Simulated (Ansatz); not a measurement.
# SnSe (Fm-3m) in Ansatz: notebook

One crystal, SnSe, is run at these levels: rPW86-PBE, r2SCAN; tasks: ladder of functionals, single point, equation of state.

All numbers are computed with Ansatz 0.2.0; they aren't measurements. Logs are shortened: lines on timing, memory, paths and dates and some standing lists are left out, and cuts for length are marked.

### Step 1. The crystal as given

It takes space group Fm-3m (No. 225, cubic). The conventional cell has a = 6.020 Å, b = 6.020 Å, c = 6.020 Å, α = 90.00°, β = 90.00°, γ = 90.00°. Around Sn (site symmetry m-3m) lie 6 Se at 3.01 Å. Around Se (site symmetry m-3m) lie 6 Sn at 3.01 Å.

Measurements of this composition are mostly on another form, of space group No. 62.

### Step 2. Ladder of functionals, rPW86-PBE, non-collinear spin, ferromagnetic start (volume scaled by 1.04)

File input.yaml:

```yaml
crystal:
  lattice:
    - [0.0, 3.0496098055, 3.0496098055]
    - [3.0496098055, 0.0, 3.0496098055]
    - [3.0496098055, 3.0496098055, 0.0]
  atoms:
    - { symbol: Sn, position: [0.0, 0.0, 0.0], spin: 0.501, spin_axis: [0.354, 0.354, 0.0] }
    - { symbol: Se, position: [0.5, 0.5, 0.5] }
hamiltonian:
  xc: { exchange: rpw86, correlation: pbe }
  pseudopotentials: { kind: paw, core: small }
magnetization:
  noncollinear: true
  spin_orbit: false
kpoints:
  mp_grid: { grid: [8, 8, 8] }
scf:
  occupations: { method: methfessel_paxton, width: 0.1 }
output:
  forces: true
  stress: true
  eigenvalues: true
  xc_energy_on_converged_density: [lda, pbe, pbesol, rpbe, revpbe, blyp]
```

Potentials or basis: Ansatz PAW.

On the command line:

```sh
ansatz run input.yaml --threads 1 --pin off --max-ram 2560MiB --backend cpu --events-out ev --progress --plain --runs-dir out
```

Log:

```text
Warning: of Sn the run reads no dataset of the core that `hamiltonian.pseudopotentials.core` asks for: this build lists none beside the file that it uses, or the input names that file
Warning: RAYON_NUM_THREADS=1 ignored (pool sized by the plan → 1); use --threads N
Engine: ansatz 0.2.0, aarch64-unknown-linux-gnu
Pseudopotentials: kind: paw
Pseudopotential: Sn, paw, valence charge 14, recommended cutoff 420 eV (normal), Sn.paw.azcp
Pseudopotential: Se, paw, valence charge 16, recommended cutoff 420 eV (normal), Se.paw.azcp
Functional definition: unnamed
  exchange = rpw86_x
  correlation = pbe_c
this run first makes a single point of its starting geometry on two collinear spin channels, or without spin where it has no moments, for its own SCFs to start from. `scf.lower_state_search: off` leaves that single point out
Crystal: 2 atoms, lattice volume = 56.723 Å³
Basis set: ecut = 420 eV, 1067 PW (Γ), exchange–correlation on 60×60×60 points (8 copies of the dense FFT grid, shifted against one another)
Bands: 20, of which v1, the nominal top of the filled ones, is band 15 counted from 1 (14 counted from 0)
Symmetry: 48 space group operations
Space group: Fm-3m (ITA 225), of the structure as read, at distance tolerance 3.8e-5 Å
Magnetic group: BNS 225.116 (UNI 1618), of the structure as read, at distance tolerance 3.8e-5 Å
k-points: 29 of 512
Non-local potential: Sn, projectors of the file, l = 0: 2, l = 1: 2, l = 2: 2, l = 3: 2
Non-local potential: Se, projectors of the file, l = 0: 2, l = 1: 2, l = 2: 3, l = 3: 1
PAW form: soft (Blöchl's): semilocal exchange-correlation on the pseudo side does not see the compensation charge
PAW frozen core: Sn, regenerated for the run's functional, and the local potential with it (the file was generated under x = pbe(κ = 0.804, μ = 0.2195149727645171), c = pbe(β = 0.06672455060314922))
PAW frozen core: Se, regenerated for the run's functional, and the local potential with it (the file was generated under x = pbe(κ = 0.804, μ = 0.2195149727645171), c = pbe(β = 0.06672455060314922))
PAW one-centre angular grid: Sn, 590 points (default); XC on 96 Gauss nodes
PAW one-centre angular grid: Se, 590 points (default); XC on 64 Gauss nodes
Initial density: superposition of atomic densities (chi_scale 0.1, normalization cell)
Starting moments: Σ|m| = 0.501 μB on 1 of 2 sites
Initial wavefunctions: pseudopotential atomic-orbital guess
Functional: x = rpw86, c = pbe(β = 0.06672455060314922)
SCF iter   1: F=—  HF=-11577.298275 eV  |F-HF|=—  |Δ(HF+E_count)|=         —  Δρ=2.48e-2 (↑2.48e-2 ↓1.94e-2)  dr2=9.54e-1  dr2_m=1.59e-1  M=0.008 μB ∫|m|=0.030 μB  β_m=0.30  ethr=3.10e-3  ⟨swp⟩=6.0  Hψ=5495  notcnv=0
preconditioner: auto → Kerker (q_TF=auto, 2.453 Å⁻¹)  [metal: Δε(μ)=0.021 eV  Ē_g=18.041 eV  σ=0.100 eV  W_gap=0.17  n_scr=14 (ndim 8)  ℏωp=22.0 eV  f_vac=0.000  D(μ)=0.19/eV (n_scr^D=0)]
spin=Collinear: Kerker preconditioning applied to the charge; magnetization (m = ρ↑ − ρ↓) channel mixes plain (no charge-response kernel on spin).
[... 42 lines left out ...]
Moment direction: held on its axis by an average over the rotations of spin about it
  site 0: m = (+0.0000, +0.0000, +0.0000) μB, |m| = 0.0000 μB  (R = 1.26 Å)
  site 1: m = (-0.0000, -0.0000, +0.0000) μB, |m| = 0.0000 μB  (R = 1.26 Å)
Free energy (F): -11577.061994 eV
Harris-Foulkes:  -11577.061994 eV  (|F-HF|=5.46e-11)
Internal energy: -11577.062103 eV  (E = F + TS)
E sigma→0 (E₀):  -11577.062021 eV
Entropy (-TS):   0.000109 eV (0.055 meV/atom)
Fermi energy:    8.840958 eV
Step filling:    the computed levels leave a gap of 0.3469 eV = 3.5 smearing widths at the electron count; against every level under it full and every level over it empty, smearing changes F+E_penalty+E_count by +0.017 meV and its σ→0 estimate by -0.011 meV
--- Per-component energies (eV) ---
  E_band       = -485.893053
  E_kinetic    = 303.811434
  E_local      = -3383.734144  (includes V_loc(G=0)·N_el)
  E_nonlocal   = -634.483782
  E_hartree    = 1776.449758
  E_xc         = -492.256602
  E_vxc        = -194.674029  (∫ρ·V_xc dr)
  E_paw        = -6123.253816  (= ΣΔE_a)
  E_vpaw       = -129.711269  (= ΣTr[D̂ρ^β])
  E_aug_tail   = -0.000609  (compensation charges beyond the density's cutoff)
  E_ewald      = -3022.610238
  E_core_change = -0.984103  (= ΣΔE_core)
  E_smearing   = 0.000109  (= −TS)
  E_closure    = 0.000000  (closes the sum)
  Σ components = -11577.061994   (vs F -11577.061994, Δ=0.00e0)
--- Forces (eV/Å), atoms counted from 1 ---
  atom   1  Sn    -0.00000000     0.00000000     0.00000000
  atom   2  Se     0.00000000     0.00000000    -0.00000000
  max |Σ_I F_I| component: 9.26e-25 eV/Å
--- Stress (GPa, compression-positive) ---
        2.121016      -0.000000       0.000000
       -0.000000       2.121016       0.000000
        0.000000       0.000000       2.121016
  P = ⅓ Tr σ = 2.1210 GPa (21.210 kbar)
--- E_xc of listed functionals on the converged density (eV per cell; not total energies) ---
  on the closing iteration's output density plus the core of the run's pseudopotentials (for a meta-GGA, its output tau too, plus the cores' where a run under it adds that), as the run's own E_xc is; on PAW an entry holds the one-centre parts besides; self-consistent for {"exchange":"rpw86","correlation":"pbe","exx":null} alone
  E_xc = -6661.260152  lda
  E_xc = -6891.843354  pbe
  E_xc = -6772.493761  pbesol
  E_xc = -6906.412726  rpbe
  E_xc = -6902.218362  revpbe
  E_xc = -6919.329912  blyp
--- Band table (eV; the first three rows and the last of 29) ---
  k-point 0: bands = ["-38.7427", "-38.7427", "-38.7427", "-38.7427", "-38.7408", "-38.7408", "-38.7408", "-38.7408", "-38.7408", "-38.7408", "-12.9914", "-12.9914", "-12.9914", "-12.9914", "-12.9914", "-12.9914", "-12.9904", "-12.9904", "-12.9904", "-12.9904", "-5.0223", "-5.0223", "3.3120", "3.3120", "6.5572", "6.5572", "6.5572", "6.5572", "6.5572", "6.5572", "12.7065", "12.7065", "12.7065", "12.7065", "12.7065", "12.7065", "14.6806", "14.6806"]
  k-point 1: bands = ["-38.7427", "-38.7427", "-38.7427", "-38.7427", "-38.7408", "-38.7408", "-38.7408", "-38.7408", "-38.7408", "-38.7408", "-12.9916", "-12.9916", "-12.9916", "-12.9916", "-12.9911", "-12.9911", "-12.9896", "-12.9896", "-12.9896", "-12.9896", "-4.9230", "-4.9230", "2.8379", "2.8379", "6.5788", "6.5788", "6.5788", "6.5788", "6.9284", "6.9284", "11.9275", "11.9275", "12.0675", "12.0675", "12.0675", "12.0675", "14.6390", "14.6390"]
  k-point 2: bands = ["-38.7427", "-38.7427", "-38.7427", "-38.7427", "-38.7408", "-38.7408", "-38.7408", "-38.7408", "-38.7408", "-38.7408", "-12.9939", "-12.9939", "-12.9939", "-12.9939", "-12.9903", "-12.9903", "-12.9858", "-12.9858", "-12.9858", "-12.9858", "-4.6578", "-4.6578", "1.9007", "1.9007", "6.6493", "6.6493", "6.6493", "6.6493", "7.5962", "7.5962", "10.6826", "10.6826", "11.0049", "11.0049", "11.0049", "11.0049", "14.9228", "14.9228"]
  k-point 28: bands = ["-38.7427", "-38.7427", "-38.7426", "-38.7426", "-38.7408", "-38.7408", "-38.7408", "-38.7408", "-38.7407", "-38.7407", "-13.0060", "-13.0060", "-12.9895", "-12.9895", "-12.9869", "-12.9869", "-12.9869", "-12.9869", "-12.9767", "-12.9767", "-3.9303", "-3.9303", "1.7457", "1.7457", "4.2059", "4.2059", "4.2059", "4.2059", "7.7981", "7.7981", "10.0521", "10.0521", "13.3217", "13.3217", "13.3217", "13.3217", "15.7604", "15.7604"]
```

It took 16 s on 1 thread of Arm Neoverse V1, shared host; peak memory 0.41 GiB.

Results:

```
Free energy            : -11577.0620 eV
Pressure               : 2.1 GPa
Band gap on the k mesh : 0.35 eV, direct
Net moment             : 0.00 μB per cell
Absolute moment        : 0.00 μB per cell
```

Moments on the atoms (μB; x, y, z):
```
Sn  0.00 0.00 0.00
Se  0.00 0.00 0.00
```

Caveat: spin-orbit coupling is left out, which moves the levels of the heavy elements; the PAW data sets come from PBE, with cores solved anew for the run's functional, which leaves a small shift of forces and pressure; the starting moments weren't kept.

### Step 3. Single point, r2SCAN, collinear spin, ferromagnetic start, 25.63 Å³/atom (volume scaled by 0.94)

File input.yaml:

```yaml
crystal:
  lattice:
    - [0.0, 2.9485541872, 2.9485541872]
    - [2.9485541872, 0.0, 2.9485541872]
    - [2.9485541872, 2.9485541872, 0.0]
  atoms:
    - { symbol: Sn, position: [0.0, 0.0, 0.0], spin: 0.5 }
    - { symbol: Se, position: [0.5, 0.5, 0.5] }
hamiltonian:
  xc: r2scan
  pseudopotentials: { kind: nc, accuracy: stringent }
magnetization:
  spin_polarized: true
kpoints:
  mp_grid: { grid: [8, 8, 8] }
scf:
  occupations: { method: gaussian, width: 0.02 }
output:
  forces: true
  stress: true
  eigenvalues: true
```

Potentials or basis: PseudoDojo stringent (PBE files).

On the command line:

```sh
ansatz run input.yaml --threads 1 --pin off --max-ram 2560MiB --backend cpu --events-out ev --progress --plain --runs-dir out
```

Wall time 97 s (1 thread of Arm Neoverse V1, shared host); peak memory 1.1 GiB.

The run converged. Its results:

| Property | Result |
| --- | --- |
| Free energy | -15293.4016 eV |
| Pressure | 3.5 GPa |
| Band gap on the k mesh | 0.71 eV, direct |
| Net moment | 0.00 μB per cell |
| Absolute moment | 0.00 μB per cell |

Caveat: the meta-GGA runs on potentials made for a GGA; the potentials were made for another functional, which shifts forces and pressure; spin-orbit coupling is left out, which moves the levels of the heavy elements; the starting moments weren't kept.

### Step 4. Single point, r2SCAN, collinear spin, ferromagnetic start, 26.18 Å³/atom (volume scaled by 0.96)

input.yaml: that of step 3 with these lines changed.

```diff
@@ -2,5 +2,5 @@
   lattice:
-    - [0.0, 2.9485541872, 2.9485541872]
-    - [2.9485541872, 0.0, 2.9485541872]
-    - [2.9485541872, 2.9485541872, 0.0]
+    - [0.0, 2.9693193375, 2.9693193375]
+    - [2.9693193375, 0.0, 2.9693193375]
+    - [2.9693193375, 2.9693193375, 0.0]
   atoms:
```

On the command line:

```sh
ansatz run input.yaml --threads 1 --pin off --max-ram 2560MiB --backend cpu --events-out ev --progress --plain --runs-dir out
```

It took 97 s on 1 thread of Arm Neoverse V1, shared host; peak memory 1.1 GiB.

It converged, with:

```yaml
Free_energy: -15293.4208 eV
Pressure: 2.1 GPa
Band_gap_on_the_k_mesh: 0.61 eV, direct
Net_moment: 0.00 μB per cell
Absolute_moment: 0.00 μB per cell
```

Caveat: the meta-GGA runs on potentials made for a GGA; the potentials were made for another functional, which shifts forces and pressure; spin-orbit coupling is left out, which moves the levels of the heavy elements; the starting moments weren't kept.

### Step 5. Single point, r2SCAN, collinear spin, ferromagnetic start, 26.73 Å³/atom (volume scaled by 0.98)

input.yaml: that of step 4 with these lines changed.

```diff
@@ -2,5 +2,5 @@
   lattice:
-    - [0.0, 2.9693193375, 2.9693193375]
-    - [2.9693193375, 0.0, 2.9693193375]
-    - [2.9693193375, 2.9693193375, 0.0]
+    - [0.0, 2.989798049, 2.989798049]
+    - [2.989798049, 0.0, 2.989798049]
+    - [2.989798049, 2.989798049, 0.0]
   atoms:
@@ -21 +21,5 @@
   eigenvalues: true
+  write_density: true
+  write_potential: true
+  elf: true
+  volumetric_format: npy
```

On the command line:

```sh
ansatz run input.yaml --threads 1 --pin off --max-ram 2560MiB --backend cpu --events-out ev --progress --plain --runs-dir out
```

It took 2.2 min on 1 thread of Arm Neoverse V1, shared host; peak memory 1.1 GiB.

The run converged. Its results:

* Free energy: -15293.4312 eV
* Pressure: 0.9 GPa
* Band gap on the k mesh: 0.51 eV, direct
* Net moment: 0.00 μB per cell
* Absolute moment: 0.00 μB per cell

Caveat: the meta-GGA runs on potentials made for a GGA; the potentials were made for another functional, which shifts forces and pressure; spin-orbit coupling is left out, which moves the levels of the heavy elements; the starting moments weren't kept.

### Step 6. Single point, r2SCAN, collinear spin, ferromagnetic start, 27.27 Å³/atom

input.yaml: that of step 5 with these lines changed.

```diff
@@ -2,5 +2,5 @@
   lattice:
-    - [0.0, 2.989798049, 2.989798049]
-    - [2.989798049, 0.0, 2.989798049]
-    - [2.989798049, 2.989798049, 0.0]
+    - [0.0, 3.01, 3.01]
+    - [3.01, 0.0, 3.01]
+    - [3.01, 3.01, 0.0]
   atoms:
@@ -21,5 +21 @@
   eigenvalues: true
-  write_density: true
-  write_potential: true
-  elf: true
-  volumetric_format: npy
```

Potentials or basis: PseudoDojo stringent (PBE files).

On the command line:

```sh
ansatz run input.yaml --threads 1 --pin off --max-ram 2560MiB --backend cpu --events-out ev --progress --plain --runs-dir out
```

Wall time 1.7 min (1 thread of Arm Neoverse V1, shared host); peak memory 1.1 GiB.

It converged, with:

* Free energy: -15293.4336 eV
* Pressure: -0.2 GPa
* Band gap on the k mesh: 0.42 eV, direct
* Net moment: 0.00 μB per cell
* Absolute moment: 0.00 μB per cell

Caveat: the meta-GGA runs on potentials made for a GGA; the potentials were made for another functional, which shifts forces and pressure; spin-orbit coupling is left out, which moves the levels of the heavy elements; the starting moments weren't kept.

### Step 7. Single point, r2SCAN, collinear spin, ferromagnetic start, 27.82 Å³/atom (volume scaled by 1.02)

input.yaml: that of step 6 with these lines changed.

```diff
@@ -2,5 +2,5 @@
   lattice:
-    - [0.0, 3.01, 3.01]
-    - [3.01, 0.0, 3.01]
-    - [3.01, 3.01, 0.0]
+    - [0.0, 3.0299343558, 3.0299343558]
+    - [3.0299343558, 0.0, 3.0299343558]
+    - [3.0299343558, 3.0299343558, 0.0]
   atoms:
```

On the command line:

```sh
ansatz run input.yaml --threads 1 --pin off --max-ram 2560MiB --backend cpu --events-out ev --progress --plain --runs-dir out
```

It took 1.7 min on 1 thread of Arm Neoverse V1, shared host; peak memory 1.1 GiB.

The run converged. Its results:

| Quantity | Value |
| --- | --- |
| Free energy | -15293.4288 eV |
| Pressure | -1.2 GPa |
| Band gap on the k mesh | 0.33 eV, direct |
| Net moment | 0.00 μB per cell |
| Absolute moment | 0.00 μB per cell |

Caveat: the meta-GGA runs on potentials made for a GGA; the potentials were made for another functional, which shifts forces and pressure; spin-orbit coupling is left out, which moves the levels of the heavy elements; the starting moments weren't kept.

### Step 8. Single point, r2SCAN, collinear spin, ferromagnetic start, 28.36 Å³/atom (volume scaled by 1.04)

input.yaml: that of step 7 with these lines changed.

```diff
@@ -2,5 +2,5 @@
   lattice:
-    - [0.0, 3.0299343558, 3.0299343558]
-    - [3.0299343558, 0.0, 3.0299343558]
-    - [3.0299343558, 3.0299343558, 0.0]
+    - [0.0, 3.0496098055, 3.0496098055]
+    - [3.0496098055, 0.0, 3.0496098055]
+    - [3.0496098055, 3.0496098055, 0.0]
   atoms:
```

On the command line:

```sh
ansatz run input.yaml --threads 1 --pin off --max-ram 2560MiB --backend cpu --events-out ev --progress --plain --runs-dir out
```

It took 99 s on 1 thread of Arm Neoverse V1, shared host; peak memory 1.1 GiB.

The run converged. Its results:

```yaml
Free_energy: -15293.4176 eV
Pressure: -2.1 GPa
Band_gap_on_the_k_mesh: 0.25 eV, direct
Net_moment: 0.00 μB per cell
Absolute_moment: 0.00 μB per cell
```

Caveat: the meta-GGA runs on potentials made for a GGA; the potentials were made for another functional, which shifts forces and pressure; spin-orbit coupling is left out, which moves the levels of the heavy elements; the starting moments weren't kept.

### Step 9. Single point, r2SCAN, collinear spin, ferromagnetic start, 28.91 Å³/atom (volume scaled by 1.06)

input.yaml: that of step 8 with these lines changed.

```diff
@@ -2,5 +2,5 @@
   lattice:
-    - [0.0, 3.0496098055, 3.0496098055]
-    - [3.0496098055, 0.0, 3.0496098055]
-    - [3.0496098055, 3.0496098055, 0.0]
+    - [0.0, 3.0690345955, 3.0690345955]
+    - [3.0690345955, 0.0, 3.0690345955]
+    - [3.0690345955, 3.0690345955, 0.0]
   atoms:
```

Potentials or basis: PseudoDojo stringent (PBE files).

On the command line:

```sh
ansatz run input.yaml --threads 1 --pin off --max-ram 2560MiB --backend cpu --events-out ev --progress --plain --runs-dir out
```

It took 100 s on 1 thread of Arm Neoverse V1, shared host; peak memory 1.1 GiB.

The run converged. Its results:

```
Free energy            : -15293.4006 eV
Pressure               : -2.9 GPa
Band gap on the k mesh : 0.17 eV, direct
Net moment             : 0.00 μB per cell
Absolute moment        : 0.00 μB per cell
```

Caveat: the meta-GGA runs on potentials made for a GGA; the potentials were made for another functional, which shifts forces and pressure; spin-orbit coupling is left out, which moves the levels of the heavy elements; the starting moments weren't kept.

### Step 10. Equation of state, r2SCAN, collinear spin, ferromagnetic start

Potentials or basis: PseudoDojo stringent.

This step only gathers the single runs of the series.

Results:

```
Equilibrium volume                      : 27.17 Å³/atom
Bulk modulus                            : 53 GPa
Pressure derivative of the bulk modulus : 4.3
```

Energy against volume, from the lowest point:
```tsv
volume (Å³/atom)	energy (meV/atom)
25.635	16.00
26.180	6.39
26.725	1.20
27.271	0.00
27.816	2.39
28.362	8.00
28.907	16.50
```

Caveat: the meta-GGA runs on potentials made for a GGA; the potentials were made for another functional, which shifts forces and pressure.

### Step 11. The reference run

An earlier run on the cell as given: functional PBE; potentials or basis Ansatz PAW; cutoff 420 eV (not typed: the program's choice for these potentials); k mesh 8 × 8 × 8; occupations fermi-dirac, width 0.05 eV; no spin polarisation.

* Pressure: 0.9 GPa
* Band gap on the k mesh: 0.58 eV, direct

### Step 12. The runs side by side

| task | level | potentials or basis | spin | cell | cutoff (eV) | smearing | other keys | gap on the mesh (eV) | pressure (GPa) |
| --- | --- | --- | --- | --- | --- | --- | --- | --- | --- |
| ladder of functionals | rPW86-PBE | Ansatz PAW | non-collinear, ferromagnetic start | volume scaled by 1.04 | 420 | methfessel-paxton 0.1 eV | scf.occupations.method = methfessel_paxton; … | 0.35 | 2.1 |
| equation of state | r2SCAN | PseudoDojo stringent | collinear, ferromagnetic start | as given | 1415 | gaussian 0.02 eV | - | - | - |
| single point | PBE | Ansatz PAW | off | as given | 420 | fermi-dirac 0.05 eV | - | 0.58 | 0.9 |

Alike in all rows: k mesh 8 × 8 × 8.

Caveats: spin-orbit coupling is left out, which moves the levels of the heavy elements (some runs); the PAW data sets come from PBE, with cores solved anew for the run's functional, which leaves a small shift of forces and pressure (some runs); the starting moments weren't kept (some runs); the meta-GGA runs on potentials made for a GGA (some runs); the potentials were made for another functional, which shifts forces and pressure (some runs).

Total energies depend on the potentials used, so only differences within one code and one set of settings carry meaning.
